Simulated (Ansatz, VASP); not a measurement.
**Two plane-wave programs on Na**

```
CELL_PARAMETERS angstrom
3.76404 0.00000 0.00000
-1.88202 3.25976 0.00000
0.00000 0.00000 6.14668
ATOMIC_POSITIONS crystal
Na 0.33333 0.66667 0.25000
Na 0.66667 0.33333 0.75000
```

The cell was built by a generator and needn't be a form met in nature.

Alike in both runs: task relaxation of cell and atoms; functional PBEsol; k mesh 10 × 10 × 5; occupations fermi-dirac, width 0.1 eV; no spin polarisation.

|  | VASP | Ansatz |
| --- | --- | --- |
| version | VASP 6.6.1 | Ansatz 0.2.0 |
| potentials or method | VASP PAW PBE potentials, release 64 (Na_pv) | plane waves (420 eV) with PAW, scalar-relativistic |
| plane-wave cutoff (eV) | 600 | 420 |
| valence electrons in the cell | 14 | 18 |

Ansatz gave:

* relaxed volume (Å³/atom): 36.40
* relaxed cell length with the largest relative difference (Å): 6.075
* energy change over the relaxation (meV/atom): -1

Task: Which values does VASP return?

Result: Relaxed volume (Å³/atom): 36.41; relaxed cell length with the largest relative difference (Å): 6.075; energy change over the relaxation (meV/atom): -1.

The two sets of potentials don't hold the same shells in valence. Ansatz warned: «pseudo_functional_mismatch».

Caveats: the PAW data sets were made with another functional, which shifts forces and pressure a little (VASP).
